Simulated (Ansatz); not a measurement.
Crystal: KBr.

```xyz
2
Lattice="0.0000 3.3000 3.3000 3.3000 0.0000 3.3000 3.3000 3.3000 0.0000" Properties=species:S:1:pos:R:3 pbc="T T T"
Br    3.3000    3.3000    3.3000
K     0.0000    0.0000    0.0000
```

Base run:

- Program: Ansatz 0.2.0
- Functional: RPBE
- Potentials or basis: all-electron LAPW, scalar-relativistic
- Cutoff: 127 eV
- Density cutoff: 508 eV
- Basis error allowed: 0.001 eV/atom
- k mesh: 7 × 7 × 7
- Occupations: fermi-dirac, width 0.05 eV
- Spin: no spin polarisation

Its results: band gap on the k mesh 4.77 eV, direct; pressure 2.1 GPa.

Task: The run is repeated on the same cell with these changes: functional from RPBE to PBEsol. What comes out?

Result: Band gap on the k mesh 4.28 eV, direct; pressure -0.3 GPa.

PBEsol binds more tightly than RPBE, so the same cell stands under less pressure.

Not every run made on this cell is shown here.
